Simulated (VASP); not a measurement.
## C: relaxation of cell and atoms with vdW-DF-cx

C:

```
C
1.0
     2.61972    0.00000    0.00000
     0.00000    2.61972    0.00000
     0.00000    0.00000    2.61972
C
3
Cartesian
  0.0000 1.3099 1.3099
  1.3099 0.0000 1.3099
  1.3099 1.3099 0.0000
```

The cell was built by a generator and needn't be a form met in nature.

| Quantity | Value |
| --- | --- |
| Program | VASP 6.6.1 |
| Task | relaxation of cell and atoms |
| Functional | vdW-DF-cx |
| Potentials or basis | VASP PAW PBE potentials, release 64 (C) |
| Cutoff | 600 eV |
| k mesh | 10 × 10 × 10 |
| Occupations | fermi-dirac, width 0.05 eV |
| Spin | no spin polarisation |
| Further INCAR settings | ALGO = Normal; EDIFF = 1e-06; IBRION = 2; EDIFFG = -0.01; NSW = 60; ISIF = 3 |

* Relaxed volume: 6.09 Å³/atom
* Relaxed cell: a = 2.633 Å, b = 2.633 Å, c = 2.633 Å, α = 90.00°, β = 90.00°, γ = 90.00°
* Space group after relaxing (to 0.05 Å): Pm-3m (No. 221)
* Energy gained by relaxing: 0.8 meV/atom
* Ionic steps: 2
* Pressure after relaxing: 0.0 GPa
* Band gap on the k mesh: none (metal or under the smearing width)

Step by step:
| step | energy change (eV) | largest force (eV/Å) | pressure (GPa) | volume (Å³) |
| --- | --- | --- | --- | --- |
| 1 | 0.0000 | 0.0000 | 2.83 | 17.98 |
| 2 | -0.0025 | 0.0000 | -0.02 | 18.26 |

Final structure:
```xyz
3
Lattice="2.6331 0.0000 0.0000 0.0000 2.6331 0.0000 0.0000 0.0000 2.6331" Properties=species:S:1:pos:R:3 pbc="T T T"
C     0.0000    1.3165    1.3165
C     1.3165    0.0000    1.3165
C     1.3165    1.3165    0.0000
```

Levels at points of the mesh, in eV from the Fermi level:
```tsv
k point	band 4	band 5	band 6	band 7	band 8	band 9
(0.00, 0.00, 0.00)	-7.77	-2.90	-2.90	4.32	4.32	4.32
(0.50, 0.00, 0.00)	-5.05	-0.66	-0.66	-0.42	0.13	2.31
(0.50, 0.50, 0.00)	-10.31	-1.13	0.20	0.20	2.25	4.49
(0.50, 0.50, 0.50)	-9.67	-8.98	-8.98	-8.98	4.61	10.15
```

Wall time 32 s on 1 thread of Intel(R) Xeon(R) Platinum 8259CL CPU @ 2.50GHz (Skylake/Cascade Lake), with other jobs on the host, peak memory 0.26 GiB.

Caveat: the PAW data sets were made with another functional, which shifts forces and pressure a little.
